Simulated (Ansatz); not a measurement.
# Rh: a fit and a missing row

Rh, Fm-3m, a = 3.780 Å. Ansatz: PBEsol, PAW, 420 eV, Γ-centred 18×18×18 mesh on 1 atom, Gaussian smearing 0.10 eV; no spin polarisation. Symmetry fixes shape and atoms, so the cell is only scaled; pressure is positive in compression.

| V (Å³/atom) | P (GPa) |
| --- | --- |
| 11.882 | 52.21 |
| 12.287 | 35.42 |
| 12.692 | 21.41 |
| 13.097 | 9.73 |
| 13.502 | 0.00 |
| 13.907 | ? |
| 14.312 | -14.83 |
| 14.853 | -22.04 |

**Question.** Take V0 = 13.502 Å³/atom, fit the third-order Birch–Murnaghan form to the other rows, and predict the missing pressure.

**Answer.** With the Eulerian strain f = ½[(V0/V)^(2/3) − 1] and y = P/[3f(1 + 2f)^(5/2)], the form is the line y = B0 + 1.5 B0 (B0′ − 4) f. Rows (f, y): 0.04447, 316.3; 0.03244, 311.0; 0.02105, 305.8; 0.01026, 300.5; -0.01905, 286.0; -0.03080, 279.6. Means f = 0.009728, y = 299.87; Σ(Δf)² = 0.004322, ΣΔfΔy = 2.112; the slope is their ratio. y = 295.1 + 488.6 f GPa, so B0 = 295.1 GPa and B0′ = 4 + 2 × (488.6)/(3 × 295.1) = 5.10. At V = 13.907, f = -0.00976, y = 290.33 and P = -8.09 GPa. The run gave -8.10 GPa, so the fit is 0.01 GPa too high, within the rms miss on the fitted rows (0.04 GPa).